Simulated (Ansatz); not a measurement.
## Mg vacancy in MgF₂

The calculation used DFT PBE, scalar-relativistic, plane waves, PAW (Ansatz 0.2.0). Settings: 420 eV cutoff, 2×2×2 k-mesh, shifted by half a step, Gaussian smearing of 0.01 eV, collinear spin.

Host crystal, relaxed:

```
CELL_PARAMETERS angstrom
4.69758 0.00000 0.00000
0.00000 4.69758 0.00000
0.00000 0.00000 3.09299
ATOMIC_POSITIONS crystal
Mg 0.50000 0.50000 0.50000
Mg 0.00000 0.00000 0.00000
F 0.69643 0.69643 0.00000
F 0.80357 0.19643 0.50000
F 0.30357 0.30357 0.00000
F 0.19643 0.80357 0.50000
```

Supercell of 48 atoms, rows in host cell vectors: -1 -1 2; -1 1 -2; 1 -1 -2. Atoms relax at the host's cell, keeping the symmetry that the supercell leaves at the site. The cell is small, so energies carry finite-size errors of tenths of an eV. The host's Kohn–Sham gap is 6.84 eV. Atoms are taken from and returned to the elements' standard states. Charged cells are corrected for image charges with the computed static dielectric tensor (mean 5.6) and aligned with the host's potential at far atoms (alignment terms reach 0.79 eV; the program doubts the alignment in some charges, where it is up to 0.79 eV). No band-filling term is added, and the Fermi level counts from the host's valence band top.

Starting moments were lost in some runs.

Defect: Mg vacancy set at (0.500, 0.500, 0.500) of the host cell. Before relaxation its nearest neighbours are 6 F at 2.02 Å.

```json
{"charge": "+1", "E_f at the valence band top (eV)": "13.12", "over the neutral state (eV)": "0.26", "moment (μB)": "3.00", "largest move (Å)": "0.22", "atoms near the site": "2 F at 2.03 Å, 4 F at 2.24 Å"}
{"charge": "0", "E_f at the valence band top (eV)": "12.85", "over the neutral state (eV)": "0.00", "moment (μB)": "2.00", "largest move (Å)": "0.21", "atoms near the site": "2 F at 2.05 Å, 4 F at 2.23 Å"}
{"charge": "-1", "E_f at the valence band top (eV)": "13.36", "over the neutral state (eV)": "0.51", "moment (μB)": "1.00", "largest move (Å)": "0.21", "atoms near the site": "2 F at 2.09 Å, 4 F at 2.23 Å"}
{"charge": "-2", "E_f at the valence band top (eV)": "14.83", "over the neutral state (eV)": "1.98", "moment (μB)": "0.00", "largest move (Å)": "0.23", "atoms near the site": "2 F at 2.13 Å, 4 F at 2.25 Å, 2 Mg at 2.99 Å"}
```

Among the charges computed the stable one is 0 at the valence band top, changing to -1 at 0.51 eV, changing to -2 at 1.47 eV. In charge +1 the extra carrier would gain by moving to a band edge of the host, so it isn't bound in the gap, though by less than the errors named above. In charge +1, -1 the cell has partly filled bands: a level of the defect may be part filled, the carrier may sit in the host's bands, or levels may cross between the k points, so transitions that involve it are doubtful.